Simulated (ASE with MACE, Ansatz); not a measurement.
# BCl3 on hydroxylated alpha-Al2O3(0001): reaction energies

Which steps of the reaction of BCl3 with hydroxylated alpha-Al2O3(0001) release energy, and how far does that hang on the level of theory?

Calculated with Ansatz 0.2.0: Kohn-Sham DFT, PBE+D3(BJ), PAW (set soft_2), plane waves; cutoff 420 eV, fermi-dirac smearing of 0.025 eV (for the slabs). Every cell is relaxed with this functional, then solved at fixed geometry with r2SCAN+D4, PBE+D3(BJ) on a denser mesh, PBE, RPBE+D3(BJ) and HSE06+D3(BJ). Cutoffs: 420 eV for PBE+D3(BJ), PBE, RPBE+D3(BJ) and HSE06+D3(BJ); 500 eV for r2SCAN+D4.

**The cells**

The cell holds 76 atoms: 16 Al, 36 O and 24 H. Its edges and angles: a = 9.580 Å, b = 9.580 Å, c = 22.300 Å, α = 90.0°, β = 90.0°, γ = 120.0°. It derives from Al2O3 (hydroxylated alpha-Al2O3(0001)). The starting structure: Corundum (0001), 2 x 2 cells, three layers of O, the outer two all OH (lattice constants typed as starting values near PBE's), about 15 Å of vacuum, lower atoms held. Vacuum lies along c. 32 atoms are held.

- BCl3 on hydroxylated alpha-Al2O3(0001): one whole molecule of BCl3 lowered over an O-H group, eased by MACE.
- BCl3 after losing HCl on hydroxylated alpha-Al2O3(0001): the H of one O-H group replaced by the B fragment of BCl3 less one ligand, eased by MACE.
- BCl3 fragment with one ligand changed to OH on hydroxylated alpha-Al2O3(0001): the bound fragment with one more ligand replaced by OH, eased by MACE.

Molecules sit alone in boxes of 12 to 15 Å, at Γ at every level, with a smearing of 0.01 eV.

The input of the single point on the relaxed bare surface:

```yaml
crystal:
  lattice:
    - [9.58, 0.0, 0.0]
    - [-4.79, 8.29652, 0.0]
    - [0.0, 0.0, 22.3]
  atoms:
    - { symbol: Al, position: [0.00466, 0.99967, 0.14506] }
    - { symbol: Al, position: [0.34142, 0.17341, 0.22808] }
    - { symbol: Al, position: [0.17243, 0.33447, 0.1296] }
    - { symbol: Al, position: [0.17153, 0.3337, 0.24452] }
    [... 70 atom lines left out ...]
    - { symbol: H, position: [0.75832, 0.74072, 0.31756] }
    - { symbol: H, position: [0.75941, 0.51138, 0.31848] }
kpoints:
  mp_grid: { grid: [1, 1, 1] }
hamiltonian:
  xc: pbe
  dispersion: d3bj
scf:
  occupations: { method: fermi_dirac, width: 0.025 }
output:
  forces: true
  populations: true
  dos:
    method: { smearing: { sigma: 0.08 } }
    de: 0.1
    projected:
      site_lists:
        Al: [Al]
        H: [H]
        O: [O]
        slab: [... 76 sites ...]
  eigenvalues: true
  write_density: true
  write_potential: true
  volumetric_format: npy
```

| cell | formula | k-mesh | relaxation steps | gain on relaxing (eV) | free energy, PBE+D3(BJ) (eV) | Kohn-Sham gap (eV) | time of its runs on this page |
| --- | --- | --- | --- | --- | --- | --- | --- |
| hydroxylated alpha-Al2O3(0001) | Al16H24O36 | 1×1×1 | 3 | 0.02 | -29478.692 | 4.34 | 2.3 min |
| BCl3 on hydroxylated alpha-Al2O3(0001) | Al16BH24Cl3O36 | 1×1×1 | 21 | 0.09 | -32877.454 | 2.78 | 4.7 min |
| BCl3 after losing HCl on hydroxylated alpha-Al2O3(0001) | Al16BH23Cl2O36 | 1×1×1 | 12 | 0.07 | -31781.507 | 4.41 | 3.6 min |
| BCl3 fragment with one ligand changed to OH on hydroxylated alpha-Al2O3(0001) | Al16BH24ClO37 | 1×1×1 | 7 | 0.06 | -31284.944 | 4.30 | 3 min |
| BCl3 | BCl3 | 1×1×1 | 5 | 0.04 | -3398.360 | 4.94 | 46 s |
| H2O | H2O | 1×1×1 | 4 | 0.15 | -599.231 | 6.23 | 24 s |
| HCl | HCl | 1×1×1 | 4 | 0.03 | -1096.239 | 6.80 | 25 s |

The gap is that between the highest filled and lowest empty Kohn-Sham level; a dash marks none computed or no clear gap. Times come from shared hosts and are rough.

**Reaction energies**

Products less reactants, from the free energies above and their like at the other levels, in eV; negative values release energy:

| change | PBE+D3(BJ) | r2SCAN+D4 | PBE+D3(BJ), denser mesh | PBE | RPBE+D3(BJ) | HSE06+D3(BJ) |
| --- | --- | --- | --- | --- | --- | --- |
| adsorption of BCl3 | -0.40 | -0.37 | -0.41 | 0.00 | -0.43 | -0.46 |
| ligand exchange: surface + BCl3 → bound fragment + HCl | -0.69 | -0.72 | -0.69 | -0.34 | -0.68 | -0.79 |
| co-reactant step: bound fragment + H2O → OH + HCl | -0.44 | -0.56 | -0.45 | -0.51 | -0.32 | -0.48 |

Worked for the first row at PBE+D3(BJ): (-32877.454) − (-29478.692) − (-3398.360) = -0.402 eV (from unrounded energies).

**What the relaxations did**

Bonds are pairs closer than 1.18 times the sum of covalent radii, pairs of two metal atoms left out; a bond counts as made or broken only if it crosses from under that bound to over 1.3 times, or back. All concern the added atoms.

| cell | bonds to the surface at the end | nearest contact (Å) | made in DFT | broken in DFT | largest move (Å) |
| --- | --- | --- | --- | --- | --- |
| BCl3 on hydroxylated alpha-Al2O3(0001) | none | Cl–H 2.63 | none | none | 1.36 |
| BCl3 after losing HCl on hydroxylated alpha-Al2O3(0001) | 1 B–O | B–O 1.31 | none | none | 0.32 |
| BCl3 fragment with one ligand changed to OH on hydroxylated alpha-Al2O3(0001) | 1 B–O | B–O 1.32 | none | none | 0.23 |

**Findings**

Row 1 releases 0.40 eV at PBE+D3(BJ). The molecule stays whole, with no bond to the surface by this rule. At the same geometries the levels give -0.46 (HSE06+D3(BJ)) to 0.00 eV (PBE), the denser mesh leaves it within 0.01 eV and the D3 term supplies -0.41 eV of it. Row 2 releases 0.69 eV at PBE+D3(BJ). At the same geometries the levels give -0.79 (HSE06+D3(BJ)) to -0.34 eV (PBE), the denser mesh leaves it within 0.01 eV and the D3 term supplies -0.35 eV of it. Row 3 releases 0.44 eV at PBE+D3(BJ). At the same geometries the levels give -0.56 (r2SCAN+D4) to -0.32 eV (RPBE+D3(BJ)), the denser mesh leaves it within 0.01 eV and the D3 term supplies +0.07 eV of it. Counted from the adsorbed state, the exchange releases 0.29 eV, with the by-product taken away as gas.

Limits: These are static energies with no barriers, zero-point energy or heat. Where a gas molecule is taken up, its entropy is lost, which at room temperature and above is worth several tenths of an eV to over 1 eV a molecule and isn't counted. All slabs, the starting one too, were first eased by a machine-learned potential, and one starting arrangement a cell was relaxed; others may lie lower. Only one face is changed, and the cells carry no dipole correction. Levels with D3 or D4 differ in the size of their dispersion terms as well as in the functional. In some runs the program notes that the exchange-correlation potential is rough where the density is thin.

[Logs are printed without paths, hosts, clocks, repeated set-up lines and the standing remarks that a program may print on its own settings, such as how far it seeks lower states.]

[Hosts, paths, dates, database ids (printed as entryN), source tags and the programs' standing remarks are cut or masked in the printed files.]
